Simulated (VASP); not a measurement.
# FeO (I4/mmm) in VASP: further runs

Runs on FeO. Level: PBE. Tasks: single point.

All numbers are computed with VASP 6.6.1; they aren't measurements. Logs are shortened: lines on timing, memory, paths and dates and some standing lists are left out, and cuts for length are marked.

## (1) The crystal as given

Symmetry: I4/mmm, No. 139, tetragonal system. The conventional cell has a = 3.204 Å, b = 3.204 Å, c = 4.167 Å, α = 90.00°, β = 90.00°, γ = 90.00°. Around Fe (site symmetry 4/mmm) lie 6 O at 2.08 to 2.27 Å. Around O (site symmetry 4/mmm) lie 6 Fe at 2.08 to 2.27 Å.

The cell comes from a database or a generator and needn't be the stable form of this composition.

## (2) Single point, PBE, collinear spin, ferromagnetic start

Input file INCAR:

```
SYSTEM = FeO
PREC     = Accurate       ! precision mode
ENCUT    = 350            ! plane-wave cutoff, eV
EDIFF    = 1E-6           ! SCF threshold, eV
ISMEAR   = 0              ! smearing method
SIGMA    = 0.05           ! smearing width, eV
LREAL    = .FALSE.        ! projectors in reciprocal space
LASPH    = .TRUE.         ! aspherical terms in the spheres
NELM     = 100            ! most SCF steps
ALGO     = Normal         ! electronic algorithm
ISIF     = 2              ! what is computed and relaxed
LWAVE    = .FALSE.        ! write WAVECAR
LCHARG   = .FALSE.        ! write CHGCAR
ISPIN    = 2              ! spin polarisation
MAGMOM   = 3 0            ! initial moments
LORBIT   = 11             ! projections on sites
LMAXMIX  = 4              ! l up to which the mixer works
GGA      = PE             ! functional
ADDGRID  = .FALSE.
```

Input file KPOINTS:

```
Automatic mesh
0
G
  7 7 7
  0 0 0
```

Input file POSCAR:

```
FeO
1.0
   -1.6021034130      1.6021034130      2.0833922500
    1.6021034130     -1.6021034130      2.0833922500
    1.6021034130      1.6021034130     -2.0833922500
Fe O
1 1
Direct
    0.0000000000      0.0000000000      0.0000000000
    0.5000000000      0.5000000000      0.0000000000
```

Potentials or basis: VASP PAW PBE potentials, release 64 (Fe, O).

Launch:

```
$ cat potpaw_PBE.64/Fe/POTCAR potpaw_PBE.64/O/POTCAR > POTCAR
$ mpirun -np 1 vasp_std > vasp.out
```

OUTCAR:

```text
SYSTEM = FeO
   PREC = Accurate
   ENCUT = 350
   EDIFF = 1E-6
   ISMEAR = 0
   LREAL = .FALSE.
   LASPH = .TRUE.
   NELM = 100
   ISIF = 2
   ISPIN = 2
   LORBIT = 11
   GGA = PE

 Found     40 irreducible k-points:

 Following reciprocal coordinates:
            Coordinates               Weight
  0.000000  0.000000  0.000000      1.000000
  0.142857  0.000000 -0.000000      8.000000
  0.285714  0.000000  0.000000      8.000000
  0.428571  0.000000 -0.000000      8.000000
  0.142857  0.142857 -0.000000      8.000000
  0.285714  0.142857 -0.000000     16.000000
   k-points           NKPTS =     40   k-points in BZ     NKDIM =     40   number of bands    NBANDS=     13
   number of dos      NEDOS =    301   number of ions     NIONS =      2
   total plane-waves  NPLWV =   8000
   dimension x,y,z NGX =    20 NGY =   20 NGZ =   20
   dimension x,y,z NGXF=    40 NGYF=   40 NGZF=   40
   ions per type =               1   1
   NGX,Y,Z   is equivalent  to a cutoff of  10.80, 10.80, 10.80 a.u.
   NGXF,Y,Z  is equivalent  to a cutoff of  21.60, 21.60, 21.60 a.u.
 SYSTEM =  FeO
   PREC   = accura    normal or accurate (medium, high low for compatibility)
   ISTART =      0    job   : 0-new  1-cont  2-samecut
   ICHARG =      2    charge: 1-file 2-atom 10-const
   ISPIN  =      2    spin polarized calculation?
   LNONCOLLINEAR =      F non collinear calculations
   LSORBIT =      F    spin-orbit coupling
   LASPH  =      T    aspherical Exc in radial PAW
   ENCUT  =  350.0 eV  25.72 Ry    5.07 a.u.   4.70  4.70  4.70*2*pi/ulx,y,z
   NELM   =    100;   NELMIN=  2; NELMDL= -5     # of ELM steps
   EDIFF  = 0.1E-05   stopping-criterion for ELM
   LREAL  =      F    real-space projection
   EDIFFG = 0.1E-04   stopping-criterion for IOM
   NSW    =      0    number of steps for IOM
   IBRION =     -1    ionic relax: 0-MD 1-quasi-New 2-CG
   NFREE  =      0    steps in history (QN), initial steepest desc. (CG)
   ISIF   =      2    stress and relaxation
   ISYM   =      2    0-nonsym 1-usesym 2-fastsym
   POTIM  = 0.5000    time-step for ionic-motion
   TEBEG  =    0.0;   TEEND  =   0.0 temperature during run
   PSTRESS=    0.0 pullay stress
   NELECT =      14.0000    total number of electrons
   NUPDOWN=      -1.0000    fix difference up-down
   EMIN   =  10.00;   EMAX   =-10.00  energy-range for DOS
   EFERMI =   0.00;   METHOD = LEGACY
   ISMEAR =     0;   SIGMA  =   0.05  broadening in eV -4-tet -1-fermi 0-gaus
   EFERMI_NEDOS =   21; number of points for ismear=-14 and -15
   IALGO  =     38    algorithm
   IMIX   =      4    mixing-type and parameters
     AMIX     =   0.40;   BMIX     =  1.00
     AMIX_MAG =   1.60;   BMIX_MAG =  1.00
  volume/ion in A,a.u.               =      10.70        72.17
  Fermi-wavevector in a.u.,A,eV,Ry     =   1.421391  2.686039 27.488551  2.020352
  Thomas-Fermi vector in A             =   2.542205
   LORBIT       =     11    0 simple, 1 ext, 2 COOP (PROOUT), +10 PAW based schemes
   GGA     = PE    functional components
   LHFCALC =     F    Hartree Fock is set to
   AEXX    =    0.0000 exact exchange contribution
   IVDW    =     0    specifies the selected vdW correction
   LEPSILON=     F    determine dielectric tensor
   LRPA    =     F    only Hartree local field effects (RPA)
 spin polarized calculation
 Gauss-broadening in eV      SIGMA  =   0.05
  energy-cutoff  :      350.00
  volume of cell :       21.39
 maximum number of plane-waves:       328
   NGX =  9   NGY =  9   NGZ =  9

 number of electron      13.9999993 magnetization       4.0056437

 Free energy of the ion-electron system (eV)
  ---------------------------------------------------
  ext. energy  EPLUGINS =         0.00000000
  ---------------------------------------------------
  free energy    TOTEN  =       -14.90936916 eV

  energy without entropy =      -14.90755740  energy(sigma->0) =      -14.90846328

 E-fermi :   5.5124     XC(G=0): -11.7947

 val. band max:        5.5020625605   @ k =  -0.1429  -0.1429   0.1429
 cond. band min:       5.5348057120   @ k =   0.2857   0.0000   0.0000
 fundamental gap:      0.0327431515
 Fermi energy:         5.5124177725

 spin component 1

 k-point     1 :       0.0000    0.0000    0.0000
  band No.  band energies     occupation
      1     -14.7880      1.00000
      2       1.5909      1.00000
      3       1.5909      1.00000
      4       1.7107      1.00000
      5       1.7184      1.00000
      6       1.8613      1.00000
      7       1.9208      1.00000
      8       1.9447      1.00000
      9       1.9447      1.00000
     10       5.3547      1.00000
     11      20.8325      0.00000
     12      22.0472      0.00000
     13      22.0473      0.00000

 k-point     2 :       0.1429    0.0000   -0.0000
  band No.  band energies     occupation
      1     -14.6127      1.00000
      2       0.3065      1.00000
      3       0.6006      1.00000
      4       0.6683      1.00000
      5       1.7618      1.00000
      6       1.9184      1.00000
      7       2.1722      1.00000
      8       3.0193      1.00000
      9       3.2122      1.00000
     10       6.5747      0.00000
     11      18.0000      0.00000
     12      20.6227      0.00000
     13      21.7033      0.00000

 k-point     3 :       0.2857    0.0000    0.0000
  band No.  band energies     occupation
      1     -14.1959      1.00000
      2      -1.4777      1.00000
      3      -0.3447      1.00000
      4      -0.2132      1.00000
      5       2.1013      1.00000
      6       2.1602      1.00000
      7       2.5251      1.00000
      8       4.0154      1.00000
      9       4.4157      1.00000
     10       8.3939      0.00000
     11      15.0243      0.00000
     12      18.3168      0.00000
     13      20.1571      0.00000

 k-point     4 :       0.4286    0.0000   -0.0000
  band No.  band energies     occupation
      1     -13.8237      1.00000
      2      -2.6113      1.00000
      3      -0.8500      1.00000
      4      -0.6971      1.00000
      5       2.3523      1.00000
      6       2.3935      1.00000
      7       2.9132      1.00000
      8       4.5840      1.00000
      9       5.1743      1.00000
     10       9.3091      0.00000
     11      13.5797      0.00000
     12      16.9054      0.00000
     13      18.8577      0.00000

 k-point     5 :       0.1429    0.1429   -0.0000
  band No.  band energies     occupation
      1     -14.3448      1.00000
      2      -0.9305      1.00000
      3      -0.1828      1.00000
      4       0.4126      1.00000
      5       1.9788      1.00000
      6       2.0127      1.00000
      7       2.5948      1.00000
      8       2.8696      1.00000
      9       4.2823      1.00000
     10       8.0714      0.00000
     11      16.3461      0.00000
     12      17.9300      0.00000
     13      21.6020      0.00000

 k-point     6 :       0.2857    0.1429   -0.0000
  band No.  band energies     occupation
      1     -13.9585      1.00000
      2      -2.0330      1.00000
      3      -0.7114      1.00000
      4      -0.3629      1.00000
      5       2.1842      1.00000
      6       2.2540      1.00000
      7       2.8356      1.00000
      8       3.5224      1.00000
      9       4.9897      1.00000
     10       9.7055      0.00000
     11      14.2876      0.00000
     12      16.2481      0.00000
     13      19.5726      0.00000

 [... further k-points ...]

 spin component 2

 k-point     1 :       0.0000    0.0000    0.0000
  band No.  band energies     occupation
      1     -14.2706      1.00000
      2       2.1732      1.00000
      3       2.5083      1.00000
      4       2.5083      1.00000
      5       4.7762      1.00000
      6       4.7763      1.00000
      7       5.0242      1.00000
      8       5.2691      1.00000
      9       5.6214      0.00103
     10       6.6111      0.00000
     11      20.7793      0.00000
     12      22.8863      0.00000
     13      22.9624      0.00000

 k-point     2 :       0.1429    0.0000   -0.0000
  band No.  band energies     occupation
      1     -14.0936      1.00000
      2       1.1092      1.00000
      3       1.8507      1.00000
      4       2.0237      1.00000
      5       5.0013      1.00000
      6       5.0405      1.00000
      7       5.1337      1.00000
      8       6.1100      0.00000
      9       6.1159      0.00000
     10       7.6028      0.00000
     11      18.6588      0.00000
     12      21.7192      0.00000
     13      22.5745      0.00000

 k-point     3 :       0.2857    0.0000    0.0000
  band No.  band energies     occupation
      1     -13.6715      1.00000
      2      -0.7093      1.00000
      3       1.0813      1.00000
      4       1.2638      1.00000
      5       5.4043      0.99889
      6       5.4702      0.88373
      7       5.5348      0.26329
      8       7.0345      0.00000
      9       7.3233      0.00000
     10       9.2551      0.00000
     11      15.9229      0.00000
     12      19.3591      0.00000
     13      21.0977      0.00000

 k-point     4 :       0.4286    0.0000   -0.0000
  band No.  band energies     occupation
      1     -13.2946      1.00000
      2      -1.8698      1.00000
      3       0.6187      1.00000
      4       0.7940      1.00000
      5       5.6687      0.00000
      6       5.9426      0.00000
      7       6.0114      0.00000
      8       7.6665      0.00000
      9       8.1900      0.00000
     10       9.8826      0.00000
     11      14.6535      0.00000
     12      17.8239      0.00000
     13      19.7338      0.00000

 k-point     5 :       0.1429    0.1429   -0.0000
  band No.  band energies     occupation
      1     -13.8222      1.00000
      2      -0.0721      1.00000
      3       1.2843      1.00000
      4       1.5605      1.00000
      5       5.1606      1.00000
      6       5.4102      0.99807
      7       5.6082      0.00338
      8       5.8147      0.00000
      9       7.1745      0.00000
     10       9.1243      0.00000
     11      17.1019      0.00000
     12      19.0280      0.00000
     13      22.7998      0.00000

 k-point     6 :       0.2857    0.1429   -0.0000
  band No.  band energies     occupation
      1     -13.4288      1.00000
      2      -1.2322      1.00000
      3       0.7400      1.00000
      4       0.8373      1.00000
      5       5.4009      0.99919
      6       5.7355      0.00000
      7       6.0199      0.00000
      8       6.5607      0.00000
      9       7.9935      0.00000
     10      10.5800      0.00000
     11      15.2075      0.00000
     12      17.2517      0.00000
     13      20.6029      0.00000

 [... further k-points ...]

------------------------ aborting loop because EDIFF is reached ----------------------------------------

  FORCE on cell =-STRESS in cart. coord.  units (eV):
  Direction    XX          YY          ZZ          XY          YZ          ZX
  --------------------------------------------------------------------------------------
  -------------------------------------------------------------------------------------
  Total       -3.3206677     -3.3206677     -2.6272092      0.0000000      0.0000000      0.0000000
  in kB     -248.7275380   -248.7275380   -196.7855092      0.0000000      0.0000000      0.0000000
  external PRESSURE =    -231.4135284 kB  Pullay stress =       0.0000000 kB

 VOLUME and BASIS-vectors are now :
 -----------------------------------------------------------------------------
  energy-cutoff  :      350.00
  volume of cell :       21.39
      direct lattice vectors                 reciprocal lattice vectors
    -1.602103413  1.602103413  2.083392250     0.000000000  0.312089717  0.239993213
     1.602103413 -1.602103413  2.083392250     0.312089717  0.000000000  0.239993213
     1.602103413  1.602103413 -2.083392250     0.312089717  0.312089717  0.000000000

 POSITION                                       TOTAL-FORCE (eV/Angst)
 -----------------------------------------------------------------------------------
      0.00000      0.00000      0.00000         0.000000     -0.000000      0.000000
      0.00000      0.00000      2.08339        -0.000000      0.000000      0.000000
 -----------------------------------------------------------------------------------
    total drift:                               -0.000000     -0.000000      0.000000

  FREE ENERGIE OF THE ION-ELECTRON SYSTEM (eV)
  ---------------------------------------------------
  free  energy   TOTEN  =       -14.9093691568 eV

  energy  without entropy=      -14.9075573974  energy(sigma->0) =      -14.90846328

 total charge

# of ion       s       p       d       tot
------------------------------------------
    1        0.279   0.326   6.042   6.647
    2        1.611   3.446   0.000   5.057
--------------------------------------------------
tot          1.890   3.772   6.042  11.704

 magnetization (x)

# of ion       s       p       d       tot
------------------------------------------
    1        0.031   0.020   3.573   3.624
    2        0.028   0.267   0.000   0.296
--------------------------------------------------
tot          0.060   0.287   3.573   3.919
```

Run time: 20 s. Hardware: 1 thread of Intel Xeon Platinum 8488C (Sapphire Rapids), shared host; peak memory 0.13 GiB.

The run converged, but a check on its numbers failed (symmetry, net force, bounds or a known fault of this set-up), so they aren't taken as properties of the crystal.

Caveat: the k mesh is coarse (spacing up to 0.40 Å⁻¹), so the values aren't converged; the cutoff lies under the usual one of these potentials, so the numbers hold a large basis-set error; a cell with one magnetic atom can't hold antiferromagnetic order, which such compounds often take; semilocal functionals often make such compounds metallic where correlation or magnetic order opens a gap, which also shifts bond lengths.

(Continued in part 2 of 2.)
